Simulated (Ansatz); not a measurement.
Wanted: the native input for an Ansatz 0.2.0 run.

```
Task                : electric field gradients
Functional          : LDA
Potentials or basis : all-electron PAW datasets made for the crystal
Cutoff              : 140 eV (chosen from the basis error)
k mesh              : 11 × 11 × 11
Occupations         : fermi-dirac, width 0.01 eV
Spin                : no spin polarisation
```

Crystal: Al.

```
CELL_PARAMETERS angstrom
0.00000 2.02481 2.02481
2.02481 0.00000 2.02481
2.02481 2.02481 0.00000
ATOMIC_POSITIONS crystal
Al 0.00000 0.00000 0.00000
```

The input as run:

input.yaml

```yaml
crystal:
  lattice: { a: 4.04961, b: 4.04961, c: 4.04961, alpha: 90.0, beta: 90.0, gamma: 90.0 }
  space_group: 225
  setting: { hermann_mauguin: Fm-3m }
  reduce_to_primitive: true
  atoms:
    - { symbol: Al, position: [0.0, 0.0, 0.0] }
kpoints:
  mp_grid: { grid: [11, 11, 11] }
scf:
  occupations: { method: fermi_dirac, width: 0.01 }
hamiltonian:
  xc: lda
  pseudopotentials: { kind: all_electron, datasets: crystal }
output:
  forces: true
  stress: true
  eigenvalues: true
  efg: {}
  elf: true
  volumetric_format: npy
```

Potentials or basis: all-electron PAW datasets made for the crystal.

Command:

```console
$ ansatz run input.yaml --threads 1 --pin off --max-ram 2560MiB --backend cpu --events-out ev --progress --plain --runs-dir out
```

Results of the run:

```json
{"Pressure": "-3.7 GPa", "Band gap on the k mesh": "none (metal or under the smearing width)"}
```

Wall time 1.3 s on 1 thread of Arm Neoverse V2, on a shared host, peak memory 0.24 GiB.
